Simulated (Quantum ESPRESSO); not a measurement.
Runs of Quantum ESPRESSO 7.5 on Pt. Symmetry: Fm-3m, No. 225, cubic system. Conventional cell: a = 3.922 Å, b = 3.922 Å, c = 3.922 Å, α = 90.00°, β = 90.00°, γ = 90.00°. Around Pt (site symmetry m-3m) lie 12 Pt at 2.77 Å. 

| task | level | potentials or basis | cell | k mesh | cutoff (eV) | smearing | SCF threshold | form of the LDA correlation | q mesh | symmetry | gap on the mesh (eV) | pressure (GPa) | V0 of scaled cells (Å³/atom) | B0 (GPa) |
| --- | --- | --- | --- | --- | --- | --- | --- | --- | --- | --- | --- | --- | --- | --- |
| single point | PBE | Ansatz NC SR PBE | as given | 8 × 8 × 8 | 1143 | fermi-dirac 0.05 eV | 2e-10 Ry | - | - | - | none | (a) | - | - |
| phonons | LDA | JTH 2.0 LDA | relaxed | 12 × 12 × 12 | 490 | cold 0.272 eV | 2e-10 Ry | PW92 | - | - | none | 0.0 | - | - |
| phonons | PBEsol | JTH 2.0 PBE | relaxed | 12 × 12 × 12 | 490 | cold 0.136 eV | 2e-10 Ry | - | - | - | none | 0.0 | - | - |
| equation of state | PBEsol | PseudoDojo 0.4.1 SR PBEsol standard | as given | 12 × 12 × 12 | 1143 | fermi-dirac 0.05 eV | 2e-10 Ry | - | - | - | - | - | 15.02 | 287 |
| phonon dispersion | LDA | JTH 2.0 LDA | relaxed | 12 × 12 × 12 | 490 | cold 0.136 eV | 2e-10 Ry | PW92 | 4 × 4 × 4 | - | none | 0.0 | - | - |
| phonon dispersion | PBEsol | PseudoDojo 0.4.1 SR PBEsol standard | relaxed | 8 × 8 × 8 | 1143 | cold 0.2 eV | 2e-10 Ry | - | 2 × 2 × 2 | - | none | 0.0 | - | - |
| equation of state | PBE | SSSP 1.3 efficiency PBE | as given | 12 × 12 × 12 | 748 | fermi-dirac 0.05 eV | 2e-10 Ry | - | - | - | - | - | (b) | 250 |
| phonon dispersion | PBE | PseudoDojo 0.4.1 SR PBE standard | relaxed | 8 × 8 × 8 | 1143 | cold 0.2 eV | 2e-10 Ry | - | 2 × 2 × 2 | - | none | 0.1 | - | - |
| band structure | PBEsol | PseudoDojo 0.4.1 SR PBEsol standard | as given | 12 × 12 × 12 | 1143 | fermi-dirac 0.05 eV | 2e-10 Ry | - | - | - | none | -1.1 | - | - |
| band structure | r2SCAN | SG15 PBE 1.2 | as given | 9 × 9 × 9 | 952 | fermi-dirac 0.05 eV | 1e-08 Ry | - | - | off | none | 3.6 | - | - |
| phonon dispersion | LDA | GBRV 1.5 LDA | relaxed | 10 × 10 × 10 | 612 | cold 0.2 eV | 2e-10 Ry | PZ81 | 2 × 2 × 2 | - | none | -0.1 | - | - |
| phonon dispersion | PBEsol | GBRV 1.5 PBEsol | relaxed | 10 × 10 × 10 | 612 | cold 0.2 eV | 2e-10 Ry | - | 2 × 2 × 2 | - | none | 0.0 | - | - |

Alike in all rows: no spin polarisation.

**Question.** Fill in the values left out.

**Answer.** (a) 9.6; (b) 15.62.

Caveats: the mesh is thin for the phonons of a metal (some runs); the cutoff is low for these files, which shifts pressure and relaxed volume (some runs); the potentials were made for another functional, which shifts forces and pressure (some runs); the q point doesn't lie on the k mesh, which can shift a metal's frequencies strongly unless the mesh is converged (some runs).

A k mesh can miss the band edges, and the runs leave out spin-orbit coupling on Pt.

A gap of «none» marks a metal or a gap under the smearing width.

Not every run made on this cell is shown here.
